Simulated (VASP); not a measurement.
Set up this calculation in VASP 6.6.1, as the native input.

- Task: single point
- Functional: PBEsol
- Potentials or basis: VASP PAW PBE potentials, release 64 (Ti_sv, Pt)
- Cutoff: 520 eV
- k mesh: 4 × 4 × 4
- Occupations: fermi-dirac, width 0.1 eV
- Spin: no spin polarisation
- Dipole correction: no
- Further INCAR settings: ALGO = Fast; EDIFF = 1e-07; NBANDS = 29

The structure of TiPt3 lies in POSCAR:

```
TiPt3
1.0
    3.8970000000      0.0000000000      0.0000000000
    0.0000000000      3.8970000000      0.0000000000
    0.0000000000      0.0000000000      3.8970000000
Ti Pt
1 3
Direct
    0.0000000000      0.0000000000      0.0000000000
    0.0000000000      0.5000000000      0.5000000000
    0.5000000000      0.0000000000      0.5000000000
    0.5000000000      0.5000000000      0.0000000000
```

The input as run:

INCAR

```
SYSTEM = TiPt3
PREC     = Accurate       ! precision mode
ENCUT    = 520            ! plane-wave cutoff, eV
EDIFF    = 1E-7           ! SCF threshold, eV
ISMEAR   = -1             ! smearing method
SIGMA    = 0.1            ! smearing width, eV
LREAL    = .FALSE.        ! projectors in reciprocal space
LASPH    = .TRUE.         ! aspherical terms in the spheres
NELM     = 100            ! most SCF steps
ALGO     = Fast           ! electronic algorithm
ISIF     = 2              ! what is computed and relaxed
LWAVE    = .FALSE.        ! write WAVECAR
LCHARG   = .TRUE.         ! write CHGCAR
GGA      = PS             ! functional
LELF     = .TRUE.         ! ELF
LVHAR    = .TRUE.       
NBANDS   = 29             ! bands
```

KPOINTS

```
regular mesh
0
G
  4 4 4
  0 0 0
```

Potentials or basis: VASP PAW PBE potentials, release 64 (Ti_sv, Pt).

Command:

```console
$ cat potpaw_PBE.64/Ti_sv/POTCAR potpaw_PBE.64/Pt/POTCAR > POTCAR
$ mpirun -np 1 vasp_std > vasp.out
```

It gave:

The pressure is 0.0 GPa. The band gap on the k mesh is none (metal or under the smearing width).

Caveat: the k mesh is coarse (spacing up to 0.40 Å⁻¹), so the values aren't converged; the PAW data sets were made with another functional, which shifts forces and pressure a little.

It took 36 s on 1 thread of Intel(R) Xeon(R) 6975P-C (Granite Rapids), on a shared host, peak memory 0.16 GiB.
